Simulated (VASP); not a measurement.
# MnS (R-3m) in VASP: single point with PBE

Aim: the single point of MnS with PBE.

Program: VASP 6.6.1. These are calculated values, not measurements. Logs are shortened: lines on timing, memory, paths and dates and some standing lists are left out, and cuts for length are marked.

### Step 1. Starting point

Symmetry: R-3m, No. 166, trigonal system. Conventional cell: a = 3.660 Å, b = 3.660 Å, c = 8.913 Å, α = 90.00°, β = 90.00°, γ = 120.00°. Mn (site symmetry -3m) is surrounded by 6 S at 2.58 Å. Around S (site symmetry -3m) lie 6 Mn at 2.58 Å.

The cell is a database's computed one.

### Step 2. Single point, PBE, collinear spin, ferromagnetic start

Input file INCAR:

```
SYSTEM = MnS
PREC = Accurate
ENCUT = 520
EDIFF = 1E-6
ISMEAR = -1
SIGMA = 0.05
LREAL = .False.
LASPH = .True.
NELM = 120
ALGO = Fast
ISIF = 2
LWAVE = .False.
LCHARG = .False.
ISPIN = 2
MAGMOM = 5.5 0
LORBIT = 11
LMAXMIX = 4
GGA = PE
NBANDS = 20
```

Input file KPOINTS:

```
Automatic mesh
0
Gamma
  9 9 9
  0 0 0
```

Input file POSCAR:

```
MnS
1.0
    1.8299960138      1.0565486912      2.9709202777
   -1.8299960138      1.0565486912      2.9709202777
    0.0000000000     -2.1130973823      2.9709202777
Mn S
1 1
Direct
    0.0000000000      0.0000000000      0.0000000000
    0.5000000000      0.5000000000      0.5000000000
```

Potentials or basis: VASP PAW PBE potentials, release 64 (Mn_pv, S).

Started as:

```
$ cat potpaw_PBE.64/Mn_pv/POTCAR potpaw_PBE.64/S/POTCAR > POTCAR
$ mpirun -np 1 vasp_std > vasp.out
```

OUTCAR:

```text
SYSTEM = MnS
   PREC = Accurate
   ENCUT = 520
   EDIFF = 1E-6
   ISMEAR = -1
   LREAL = .False.
   LASPH = .True.
   NELM = 120
   ISIF = 2
   ISPIN = 2
   LORBIT = 11
   GGA = PE

 ion  position               nearest neighbor table
   1  0.000  0.000  0.000-   2 2.58   2 2.58   2 2.58   2 2.58   2 2.58   2 2.58
   2  0.500  0.500  0.500-   1 2.58   1 2.58   1 2.58   1 2.58   1 2.58   1 2.58

  LATTYP: Found a trigonal (rhomboedric) cell.
 ALAT       =     3.6457575130
 COS(alpha) =     0.4960879726

  Lattice vectors:

 A1 = (   1.8299960138,   1.0565486912,   2.9709202777)
 A2 = (  -1.8299960138,   1.0565486912,   2.9709202777)
 A3 = (   0.0000000000,  -2.1130973823,   2.9709202777)

Analysis of symmetry for initial positions (statically):
=====================================================================
 Subroutine PRICEL returns:
 Original cell was already a primitive cell.

 Routine SETGRP: Setting up the symmetry group for a
 trigonal (rhombohedral) supercell.

 Subroutine GETGRP returns: Found 12 space group operations
 (whereof 12 operations were pure point group operations)
 out of a pool of 12 trial point group operations.

The static configuration has the point symmetry D_3d.

Analysis of symmetry for dynamics (positions and initial velocities):
=====================================================================
 Subroutine PRICEL returns:
 Original cell was already a primitive cell.

 Routine SETGRP: Setting up the symmetry group for a
 trigonal (rhombohedral) supercell.

 Subroutine GETGRP returns: Found 12 space group operations
 (whereof 12 operations were pure point group operations)
 out of a pool of 12 trial point group operations.

The dynamic configuration has the point symmetry D_3d.

Analysis of structural, dynamic, and magnetic symmetry:
=====================================================================
 Subroutine PRICEL returns:
 Original cell was already a primitive cell.

 Routine SETGRP: Setting up the symmetry group for a
 trigonal (rhombohedral) supercell.

 Subroutine GETGRP returns: Found 12 space group operations
 (whereof 12 operations were pure point group operations)
 out of a pool of 12 trial point group operations.

The overall configuration has the point symmetry D_3d.

 Subroutine INISYM returns: Found 12 space group operations
 (whereof 12 operations are pure point group operations),
 and found     1 'primitive' translations

----------------------------------------------------------------------------------------

                                     Primitive cell

  volume of cell :      34.4653

  direct lattice vectors                    reciprocal lattice vectors
     1.829996014  1.056548691  2.970920278     0.273224639  0.157746319  0.112198680
    -1.829996014  1.056548691  2.970920278    -0.273224639  0.157746319  0.112198680
     0.000000000 -2.113097382  2.970920278     0.000000000 -0.315492638  0.112198680

  length of vectors
     3.645757513  3.645757513  3.645757513     0.334849441  0.334849441  0.334849441

  position of ions in fractional coordinates (direct lattice)
     0.000000000  0.000000000  0.000000000
     0.500000000  0.500000000  0.500000000

  ion indices of the primitive-cell ions
   primitive index   ion index
                 1           1
                 2           2

----------------------------------------------------------------------------------------

 KPOINTS: Automatic mesh

Automatic generation of k-mesh.
 Grid dimensions read from file:
 generate k-points for:    9    9    9

 Generating k-lattice:

  Cartesian coordinates                     Fractional coordinates (reciprocal lattice)
     0.030358293  0.017527369  0.012466520     0.111111111  0.000000000  0.000000000
    -0.030358293  0.017527369  0.012466520     0.000000000  0.111111111  0.000000000
     0.000000000 -0.035054738  0.012466520     0.000000000  0.000000000  0.111111111

  Length of vectors
     0.037205493  0.037205493  0.037205493

  Shift w.r.t. Gamma in fractional coordinates (k-lattice)
     0.000000000  0.000000000  0.000000000

 Subroutine IBZKPT returns following result:
 ===========================================

 Found     85 irreducible k-points:

 Following reciprocal coordinates:
            Coordinates               Weight
  0.000000  0.000000  0.000000      1.000000
  0.111111 -0.000000 -0.000000      6.000000
  0.222222  0.000000 -0.000000      6.000000
  0.333333 -0.000000 -0.000000      6.000000
  0.444444  0.000000 -0.000000      6.000000
  0.111111  0.111111 -0.000000      6.000000
[... 16 lines left out ...]
 -0.333333  0.333333  0.000000      6.000000
  0.444444  0.444444 -0.000000      6.000000
 [... further k-points ...]
   k-points           NKPTS =     85   k-points in BZ     NKDIM =     85   number of bands    NBANDS=     20
   number of dos      NEDOS =    301   number of ions     NIONS =      2
   total plane-waves  NPLWV =  21952
   dimension x,y,z NGX =    28 NGY =   28 NGZ =   28
   dimension x,y,z NGXF=    56 NGYF=   56 NGZF=   56
   ions per type =               1   1
   NGX,Y,Z   is equivalent  to a cutoff of  12.77, 12.77, 12.77 a.u.
   NGXF,Y,Z  is equivalent  to a cutoff of  25.54, 25.54, 25.54 a.u.
 SYSTEM =  MnS
   PREC   = accura    normal or accurate (medium, high low for compatibility)
   ISTART =      0    job   : 0-new  1-cont  2-samecut
   ICHARG =      2    charge: 1-file 2-atom 10-const
   ISPIN  =      2    spin polarized calculation?
   LNONCOLLINEAR =      F non collinear calculations
   LSORBIT =      F    spin-orbit coupling
   LASPH  =      T    aspherical Exc in radial PAW
   ENCUT  =  520.0 eV  38.22 Ry    6.18 a.u.   6.78  6.78  6.78*2*pi/ulx,y,z
   NELM   =    120;   NELMIN=  2; NELMDL= -5     # of ELM steps
   EDIFF  = 0.1E-05   stopping-criterion for ELM
   LREAL  =      F    real-space projection
   EDIFFG = 0.1E-04   stopping-criterion for IOM
   NSW    =      0    number of steps for IOM
   IBRION =     -1    ionic relax: 0-MD 1-quasi-New 2-CG
   NFREE  =      0    steps in history (QN), initial steepest desc. (CG)
   ISIF   =      2    stress and relaxation
   ISYM   =      2    0-nonsym 1-usesym 2-fastsym
   POTIM  = 0.5000    time-step for ionic-motion
   TEBEG  =    0.0;   TEEND  =   0.0 temperature during run
   PSTRESS=    0.0 pullay stress
   NELECT =      19.0000    total number of electrons
   NUPDOWN=      -1.0000    fix difference up-down
   EMIN   =  10.00;   EMAX   =-10.00  energy-range for DOS
   EFERMI =   0.00;   METHOD = LEGACY
   ISMEAR =    -1;   SIGMA  =   0.05  broadening in eV -4-tet -1-fermi 0-gaus
   EFERMI_NEDOS =   21; number of points for ismear=-14 and -15
   IALGO  =     68    algorithm
   IMIX   =      4    mixing-type and parameters
     AMIX     =   0.40;   BMIX     =  1.00
     AMIX_MAG =   1.60;   BMIX_MAG =  1.00
  volume/ion in A,a.u.               =      17.23       116.29
  Fermi-wavevector in a.u.,A,eV,Ry     =   1.342349  2.536672 24.516344  1.801900
  Thomas-Fermi vector in A             =   2.470510
   LORBIT       =     11    0 simple, 1 ext, 2 COOP (PROOUT), +10 PAW based schemes
   GGA     = PE    functional components
   LHFCALC =     F    Hartree Fock is set to
   AEXX    =    0.0000 exact exchange contribution
   IVDW    =     0    specifies the selected vdW correction
   LEPSILON=     F    determine dielectric tensor
   LRPA    =     F    only Hartree local field effects (RPA)
 spin polarized calculation
 RMM-DIIS sequential band-by-band and
  energy-cutoff  :      520.00
  volume of cell :       34.47
 maximum number of plane-waves:       944
   NGX = 13   NGY = 13   NGZ = 13

 number of electron      18.9999995 magnetization       4.6573067

 Free energy of the ion-electron system (eV)
  ---------------------------------------------------
  ext. energy  EPLUGINS =         0.00000000
  ---------------------------------------------------
  free energy    TOTEN  =       -14.08150678 eV

  energy without entropy =      -14.07419310  energy(sigma->0) =      -14.07784994

 E-fermi :   6.9275     XC(G=0): -10.7671

 val. band max:        6.8982828368   @ k =   0.3333  -0.0000  -0.0000
 cond. band min:       6.9613680032   @ k =   0.3333   0.2222   0.2222
 fundamental gap:      0.0630851664
 Fermi energy:         6.9275347846

 spin component 1

 k-point     1 :       0.0000    0.0000    0.0000
  band No.  band energies     occupation
      1     -43.7462      1.00000
      2     -43.7460      1.00000
      3     -43.7460      1.00000
      4      -7.8339      1.00000
      5       3.5261      1.00000
      6       3.5261      1.00000
[... 12 lines left out ...]
     19      18.8116      0.00000
     20      19.3127      0.00000
[... 507 lines left out ...]
 k-point    24 :       0.4444    0.4444   -0.0000
  band No.  band energies     occupation
      1     -43.7542      1.00000
      2     -43.7495      1.00000
      3     -43.7495      1.00000
      4      -6.3544      1.00000
      5       0.8392      1.00000
      6       2.9936      1.00000
[... 12 lines left out ...]
     19      21.7276      0.00000
     20      21.7345      0.00000

 [... further k-points ...]

 spin component 2

 k-point     1 :       0.0000    0.0000    0.0000
  band No.  band energies     occupation
      1     -39.2634      1.00000
      2     -39.2629      1.00000
      3     -39.2629      1.00000
      4      -7.5394      1.00000
      5       5.2114      1.00000
      6       5.2114      1.00000
[... 12 lines left out ...]
     19      19.8591      0.00000
     20      21.0241      0.00000
[... 507 lines left out ...]
 k-point    24 :       0.4444    0.4444   -0.0000
  band No.  band energies     occupation
      1     -39.2740      1.00000
      2     -39.2678      1.00000
      3     -39.2675      1.00000
      4      -6.0886      1.00000
      5       1.2527      1.00000
      6       3.6661      1.00000
[... 12 lines left out ...]
     19      22.1471      0.00000
     20      22.1609      0.00000

 [... further k-points ...]

------------------------ aborting loop because EDIFF is reached ----------------------------------------

  FORCE on cell =-STRESS in cart. coord.  units (eV):
  Direction    XX          YY          ZZ          XY          YZ          ZX
  --------------------------------------------------------------------------------------
  -------------------------------------------------------------------------------------
  Total       -0.3724739     -0.3724739     -0.2744865      0.0000000     -0.0000000      0.0000000
  in kB      -17.3150812    -17.3150812    -12.7599688      0.0000000     -0.0000000      0.0000000
  external PRESSURE =     -15.7967104 kB  Pullay stress =       0.0000000 kB

 VOLUME and BASIS-vectors are now :
 -----------------------------------------------------------------------------
  energy-cutoff  :      520.00
  volume of cell :       34.47
      direct lattice vectors                 reciprocal lattice vectors
     1.829996014  1.056548691  2.970920278     0.273224639  0.157746319  0.112198680
    -1.829996014  1.056548691  2.970920278    -0.273224639  0.157746319  0.112198680
     0.000000000 -2.113097382  2.970920278     0.000000000 -0.315492638  0.112198680

 POSITION                                       TOTAL-FORCE (eV/Angst)
 -----------------------------------------------------------------------------------
      0.00000      0.00000      0.00000        -0.000000      0.000000      0.000000
      0.00000      0.00000      4.45638         0.000000     -0.000000     -0.000000
 -----------------------------------------------------------------------------------
    total drift:                                0.000000      0.000000      0.000000

  FREE ENERGIE OF THE ION-ELECTRON SYSTEM (eV)
  ---------------------------------------------------
  free  energy   TOTEN  =       -14.0815067827 eV

  energy  without entropy=      -14.0741931037  energy(sigma->0) =      -14.07784994

 total charge

# of ion       s       p       d       tot
------------------------------------------
    1        0.219   6.170   4.940  11.329
    2        1.328   2.405   0.000   3.733
--------------------------------------------------
tot          1.546   8.576   4.940  15.062

 magnetization (x)

# of ion       s       p       d       tot
------------------------------------------
    1        0.052   0.040   4.124   4.216
    2        0.027   0.075   0.000   0.102
--------------------------------------------------
tot          0.079   0.115   4.124   4.318
```

Wall time 2.2 min (1 thread of Intel Xeon Platinum 8488C (Sapphire Rapids), shared host); peak memory 0.22 GiB.

What came out:

```yaml
Free_energy: -14.0815 eV
Pressure: -1.6 GPa
Band_gap_on_the_k_mesh: none (metal or under the smearing width)
Net_moment: 4.66 μB per cell
Site_moments: Mn +4.22; S +0.10 μB
Valence_electrons_inside_the_program's_atomic_spheres: Mn 11.33; S 3.73
```

Levels at points of the mesh, in eV from the Fermi level:
Spin up:
| k point | band 9 | band 10 | band 11 | band 12 | band 13 | band 14 | band 15 | band 16 |
| --- | --- | --- | --- | --- | --- | --- | --- | --- |
| (0.00, 0.00, 0.00) | -3.30 | -1.93 | -1.93 | -1.88 | 1.89 | 8.61 | 8.61 | 8.69 |
Spin down:
| k point | band 4 | band 5 | band 6 | band 7 | band 8 | band 9 | band 10 | band 11 |
| --- | --- | --- | --- | --- | --- | --- | --- | --- |
| (0.00, 0.00, 0.00) | -14.47 | -1.72 | -1.72 | -1.67 | 0.23 | 0.23 | 0.26 | 0.30 |

Caveat: a cell with one magnetic atom can't hold antiferromagnetic order, which such compounds often take; semilocal functionals often make such compounds metallic where correlation or magnetic order opens a gap, which also shifts bond lengths. With open d or f shells a metallic result of PBE can be an artefact of self-interaction; +U or a hybrid may open a gap.

### Step 3. For comparison

An earlier run on the cell as given: functional PBE; potentials or basis VASP PAW PBE potentials, release 64 (Mn_pv, S); cutoff 520 eV; k mesh 9 × 9 × 9; occupations fermi-dirac, width 0.05 eV; collinear spin, ferromagnetic start; starting moments [4.0, 0.0] μB.

* Pressure: -1.6 GPa
* Band gap on the k mesh: none (metal or under the smearing width)
* Net moment: 4.66 μB per cell
* Site moments: Mn +4.22; S +0.10 μB
* Valence electrons inside the program's atomic spheres: Mn 11.33; S 3.73
